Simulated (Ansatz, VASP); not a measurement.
**BN: VASP beside Ansatz**

The input INCAR:

```
SYSTEM = BN
PREC = Accurate
ENCUT = 600
EDIFF = 1E-7
ISMEAR = 0
SIGMA = 0.02
LREAL = .False.
LASPH = .True.
NELM = 100
ALGO = Normal
ISIF = 3
LWAVE = .False.
LCHARG = .False.
GGA = PS
IBRION = 2
NSW = 65
EDIFFG = -0.01
```

KPOINTS

```
Automatic mesh
0
Gamma
  12 12 2
  0 0 0
```

POSCAR

```
BN
1.0
    2.5410117668      0.0000000000      0.0000000000
   -1.2705058834      2.2005807414      0.0000000000
    0.0000000000      0.0000000000     12.6099028879
B N
6 6
Direct
    0.0000000000      0.0000000000      0.0000000000
    0.3333333333      0.6666666667      0.1666666667
    0.0000000000      0.0000000000      0.3333333333
    0.6666666667      0.3333333333      0.5000000000
    0.3333333333      0.6666666667      0.6666666667
    0.6666666667      0.3333333333      0.8333333333
    0.0000000000      0.0000000000      0.1250000000
    0.3333333333      0.6666666667      0.2916666667
    0.0000000000      0.0000000000      0.4583333333
    0.6666666667      0.3333333333      0.6250000000
    0.3333333333      0.6666666667      0.7916666667
    0.6666666667      0.3333333333      0.9583333333
```

Input for Ansatz:

```yaml
crystal:
  lattice:
    - [2.5410117668, 0.0, 0.0]
    - [-1.2705058834, 2.2005807414, 0.0]
    - [0.0, 0.0, 12.6099028879]
  atoms:
    - { symbol: B, position: [0.0, 0.0, 0.0] }
    - { symbol: "N", position: [0.0, 0.0, 0.125] }
    - { symbol: B, position: [0.3333333333, 0.6666666667, 0.1666666667] }
    - { symbol: "N", position: [0.3333333333, 0.6666666667, 0.2916666667] }
    - { symbol: B, position: [0.0, 0.0, 0.3333333333] }
    - { symbol: "N", position: [0.0, 0.0, 0.4583333333] }
    - { symbol: B, position: [0.6666666667, 0.3333333333, 0.5] }
    - { symbol: "N", position: [0.6666666667, 0.3333333333, 0.625] }
    - { symbol: B, position: [0.3333333333, 0.6666666667, 0.6666666667] }
    - { symbol: "N", position: [0.3333333333, 0.6666666667, 0.7916666667] }
    - { symbol: B, position: [0.6666666667, 0.3333333333, 0.8333333333] }
    - { symbol: "N", position: [0.6666666667, 0.3333333333, 0.9583333333] }
basis:
  ecutwfc: 420
kpoints:
  mp_grid: { grid: [12, 12, 2] }
hamiltonian:
  xc: pbesol
scf:
  occupations: { method: gaussian, width: 0.02 }
output:
  forces: true
  stress: true
  eigenvalues: true
  populations: true
relax:
  adjacent_minimum: "off"
  f_tol: 0.01
  max_steps: 45
  cell: { stress_tol: 0.05 }
```

Alike in both runs: task relaxation of cell and atoms; functional PBEsol; k mesh 12 × 12 × 2; occupations gaussian, width 0.02 eV; no spin polarisation.

```csv
,VASP,Ansatz
version,VASP 6.6.1,Ansatz 0.2.0
potentials or method,"VASP PAW PBE potentials, release 64 (B, N)","scalar-relativistic, plane waves, PAW"
plane-wave cutoff (eV),600,420
valence electrons in the cell,48,48
```

Ansatz gave:

| Property | Result |
| --- | --- |
| gap on the k mesh at the Fermi level, each at its own relaxed structure (eV) | 5.04 |
| relaxed volume (Å³/atom) | 5.86 |
| relaxed cell length with the largest relative difference (Å) | 2.547 |
| energy change over the relaxation (meV/atom) | -1 |

Problem. Estimate VASP's values.

Solution. gap on the k mesh at the Fermi level, each at its own relaxed structure (eV): 5.03; relaxed volume (Å³/atom): 5.87; relaxed cell length with the largest relative difference (Å): 2.547; energy change over the relaxation (meV/atom): -1.

Caveats: the PAW data sets were made with another functional, which shifts forces and pressure a little (VASP). A k mesh can miss the band edges. Expect the measured gap to be larger: semilocal functionals such as PBEsol lack the derivative discontinuity.
